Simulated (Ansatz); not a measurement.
# PbF2 (Fluorocronite) in Ansatz: the effect of functional

PbF2 (Fluorocronite):

```xyz
3
Lattice="0.0000 3.0027 3.0027 3.0027 0.0000 3.0027 3.0027 3.0027 0.0000" Properties=species:S:1:pos:R:3 pbc="T T T"
Pb    0.0000    0.0000    0.0000
F     4.5040    4.5040    4.5040
F     1.5013    1.5013    1.5013
```

The cell isn't the ideal one: volume scaled by 1.04.

Alike in all runs:

```yaml
Program: Ansatz 0.2.0
Task: single point
Potentials_or_basis: Ansatz PAW
k_mesh: 8 × 8 × 8
Occupations: fermi-dirac, width 0.05 eV
Spin: no spin polarisation
```

| functional | cutoff | gap on the mesh (eV) | pressure (GPa) |
| --- | --- | --- | --- |
| LDA | 420 eV (not typed: the program's choice for these potentials) | 4.26 | -6.8 |
| PBEsol | 420 eV (not typed: the program's choice for these potentials) | 4.31 | -3.6 |
| r2SCAN | 500 eV (not typed: the program's choice for these potentials) | ? | ? |

Problem. What does the run with functional r2SCAN give?

Solution. gap on the mesh 4.94 eV; pressure -3.0 GPa.

Caveats: spin-orbit coupling is left out, which as a rule narrows the gap of such compounds by several tenths of an eV; the PAW data sets come from PBE, with cores solved anew for the run's functional, which leaves a small shift of forces and pressure.

A k mesh can miss the band edges.
